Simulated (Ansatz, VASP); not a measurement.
## Be: VASP beside Ansatz

INCAR

```
SYSTEM = Be
PREC = Accurate
ENCUT = 520
EDIFF = 1E-6
ISMEAR = -1
SIGMA = 0.08
LREAL = .False.
LASPH = .True.
NELM = 80
ALGO = Normal
ISIF = 2
LWAVE = .False.
LCHARG = .False.
GGA = PE
NBANDS = 7
```

KPOINTS

```
Automatic mesh
0
Gamma
  20 20 20
  0 0 0
```

The input POSCAR:

```
Be
1.0
    0.0000000000      1.3316969319      1.3316969319
    1.3316969319      0.0000000000      1.3316969319
    1.3316969319      1.3316969319      0.0000000000
Be
1
Direct
    0.0000000000      0.0000000000      0.0000000000
```

Input for Ansatz:

```yaml
crystal:
  lattice:
    - [0.0, 1.3316969319, 1.3316969319]
    - [1.3316969319, 0.0, 1.3316969319]
    - [1.3316969319, 1.3316969319, 0.0]
  atoms:
    - { symbol: Be, position: [0.0, 0.0, 0.0] }
kpoints:
  mp_grid: { grid: [20, 20, 20] }
scf:
  occupations: { method: fermi_dirac, width: 0.08 }
hamiltonian:
  xc: pbe
  pseudopotentials: { kind: all_electron, lapw: { basis_error: 0.001 } }
output:
  forces: true
  stress: true
  eigenvalues: true
  populations: true
```

Change from the starting cell: volume scaled by 0.6, LAPW.

Alike in both runs: task single point; functional PBE; k mesh 20 × 20 × 20; occupations fermi-dirac, width 0.08 eV; no spin polarisation.

|  | VASP | Ansatz |
| --- | --- | --- |
| version | VASP 6.6.1 | Ansatz 0.2.0 |
| potentials or method | VASP PAW PBE potentials, release 64 (Be) | all-electron LAPW, scalar-relativistic |
| plane-wave cutoff (eV) | 520 | see its input |

|  | VASP | Ansatz | Ansatz less VASP |
| --- | --- | --- | --- |
| pressure (GPa) | 146.3 | 145.1 | -1.12 |

Ansatz ran all-electron here, so the differences hold the error of VASP's frozen core and of both bases.

Caveats: the cell as given lies far from equilibrium; so large a pressure means that the cell lies far from this level's equilibrium, or that cutoff or potentials fall short (VASP).
